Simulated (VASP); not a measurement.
A run of VASP 6.6.1:

The input INCAR:

```
SYSTEM = BeTe
  ALGO = Fast
  EDIFF = 1E-6
  ENCUT = 520
  GGA = PS
  ISIF = 2
  ISMEAR = 0
  LASPH = .TRUE.
  LCHARG = .FALSE.
  LREAL = .FALSE.
  LWAVE = .FALSE.
  NBANDS = 11
  NELM = 60
  PREC = Accurate
  SIGMA = 0.1
```

File KPOINTS:

```
k-points
0
G
  6 6 6
  0 0 0
```

The input POSCAR:

```
BeTe
1.0
    0.0000000000      2.7700000000      2.7700000000
    2.7700000000      0.0000000000      2.7700000000
    2.7700000000      2.7700000000      0.0000000000
Be Te
1 1
Direct
    0.0000000000      0.0000000000      0.0000000000
    0.2500000000      0.2500000000      0.2500000000
```

Potentials or basis: VASP PAW PBE potentials, release 64 (Be, Te).

Launch:

```bash
$ cat potpaw_PBE.64/Be/POTCAR potpaw_PBE.64/Te/POTCAR > POTCAR
$ mpirun -np 1 vasp_std > vasp.out
```

Hardware: 1 thread of Intel(R) Xeon(R) 6975P-C (Granite Rapids), on a shared host.

**Question.** How long does it take, and how much memory?

**Answer.** Run time: 8 s on 1 thread of Intel(R) Xeon(R) 6975P-C (Granite Rapids), with other jobs on the host, peak memory 0.15 GiB. Counts: scf iterations 12, k points 16.
